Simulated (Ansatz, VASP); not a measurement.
One calculation of As, two programs

```
As
1.0
     0.00000    2.19540    2.19540
     2.19540    0.00000    2.19540
     2.19540    2.19540    0.00000
As
2
Direct
  0.87500 0.87500 0.87500
  0.12500 0.12500 0.12500
```

Change from the starting cell: volume scaled by 0.4, crystal datasets.

Alike in both runs: task single point; functional LDA; k mesh 13 × 13 × 13; occupations fermi-dirac, width 0.05 eV; no spin polarisation.

```csv
,VASP,Ansatz
version,VASP 6.6.1,Ansatz 0.2.0
potentials or method,"VASP PAW LDA potentials, release 64 (As), cutoff 520 eV","all-electron PAW with datasets made for the crystal, scalar-relativistic"
```

|  | VASP | Ansatz | Ansatz less VASP |
| --- | --- | --- | --- |
| pressure (GPa) | 323.6 | 311.1 | -12.52 |

Ansatz ran all-electron here, so the differences hold the error of VASP's frozen core and of both bases.

Caveats: the cell as given lies far from equilibrium; so large a pressure means that the cell lies far from this level's equilibrium, or that cutoff or potentials fall short (VASP).
